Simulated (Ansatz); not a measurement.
Crystal: SnSe.

```xyz
2
Lattice="0.0000 3.3908 3.3908 3.3908 0.0000 3.3908 3.3908 3.3908 0.0000" Properties=species:S:1:pos:R:3 pbc="T T T"
Sn    0.0000    0.0000    0.0000
Se    5.0863    5.0863    5.0863
```

The cell was built by a generator and needn't be a form met in nature.

Base run:

```yaml
Program: Ansatz 0.2.0
Functional: r2SCAN0 form with a typed share of exact exchange
Potentials_or_basis: Ansatz PAW
Cutoff: "500 eV (not typed: the program's choice for these potentials)"
k_mesh: 4 × 4 × 4
Occupations: fermi-dirac, width 0.05 eV
Spin: no spin polarisation
```

Its results: band gap on the k mesh 1.40 eV, indirect (least direct gap 2.19 eV); pressure -1.1 GPa.

Question: The run is repeated on the same cell with these changes: functional from r2SCAN0 form with a typed share of exact exchange to r2SCAN0; share of exact exchange from 0.35 to 0.25. What comes out?

Answer: Band gap on the k mesh 1.02 eV, indirect (least direct gap 1.77 eV); pressure -1.1 GPa.

Caveats: spin-orbit coupling is left out, which moves the levels of the heavy elements; the PAW data sets come from PBE, with cores solved anew for the run's functional, which leaves a small shift of forces and pressure; the thresholds are loose for stress.

A k mesh can miss the band edges.
